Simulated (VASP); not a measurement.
**WC in VASP: the effect of exact exchange**

Crystal: WC.

```
CELL_PARAMETERS angstrom
0.00000 2.88680 2.88680
2.88680 0.00000 2.88680
2.88680 2.88680 0.00000
ATOMIC_POSITIONS crystal
W 0.50000 0.50000 0.50000
W 0.75000 0.75000 0.75000
C 0.00000 0.00000 0.00000
C 0.25000 0.25000 0.25000
```

The cell was built by a generator and needn't be a form met in nature.

Alike in all runs:

```yaml
Program: VASP 6.6.1
Task: single point
Functional: PBE0(alpha)
Potentials_or_basis: VASP PAW PBE potentials, release 64 (W_sv, C)
Cutoff: 520 eV
k_mesh: 4 × 4 × 4
Occupations: fermi-dirac, width 0.05 eV
Spin: no spin polarisation
```

| exact exchange | pressure (GPa) |
| --- | --- |
| 0.05 | -0.8 |
| 0.1 | -2.4 |
| 0.15 | ? |
| 0.2 | -5.5 |

Problem. What does the run with exact exchange 0.15 give?

Solution. Pressure -4.0 GPa.

Worked out: A straight line through the other rows of the pressure, of slope -31.3 GPa per unit of exact exchange, gives -3.9 GPa, against the run's -4.0.

Caveats: all runs use coarse meshes; the PAW data sets were made with another functional, which shifts forces and pressure a little.
